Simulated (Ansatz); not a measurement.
Sn: single point with PBE

The system is Sn.

```
CELL_PARAMETERS angstrom
-2.02919 2.02919 1.66076
2.02919 -2.02919 1.66076
2.02919 2.02919 -1.66076
ATOMIC_POSITIONS crystal
Sn 0.00000 0.00000 0.00000
```

This isn't the form of Sn at room conditions, which is tetragonal (white tin).

```
Program             : Ansatz 0.2.0
Task                : single point
Functional          : PBE
Potentials or basis : Ansatz PAW
Cutoff              : 420 eV (not typed: the program's choice for these potentials)
k mesh              : 10 × 10 × 10
Occupations         : gaussian, width 0.025 eV
Spin                : no spin polarisation
```

The pressure is 0.8 GPa. The band gap on the k mesh is none (metal or under the smearing width).

Stress tensor (GPa, compression positive):
```
0.34 0.00 0.00
0.00 0.34 0.00
0.00 0.00 1.77
```

Levels at points of the mesh, in eV from the Fermi level:
```tsv
k point	band 3	band 4	band 5	band 6	band 7	band 8	band 9	band 10	band 11
(0.00, 0.00, 0.00)	-21.43	-21.43	-21.31	-10.98	6.83	6.83	9.40	10.30	11.45
(0.00, 0.00, -0.50)	-21.40	-21.36	-21.27	-7.21	-4.61	5.85	7.82	10.43	10.98
(0.00, -0.50, 0.00)	-21.35	-21.29	-21.26	-5.70	-4.09	3.14	4.40	7.25	7.43
(-0.50, -0.50, -0.50)	-21.29	-21.29	-21.25	-3.33	-1.50	-1.50	2.59	3.12	6.15
```

Wall time 0.94 s on 2 threads of Arm Neoverse V2, on a shared host, peak memory 0.28 GiB.
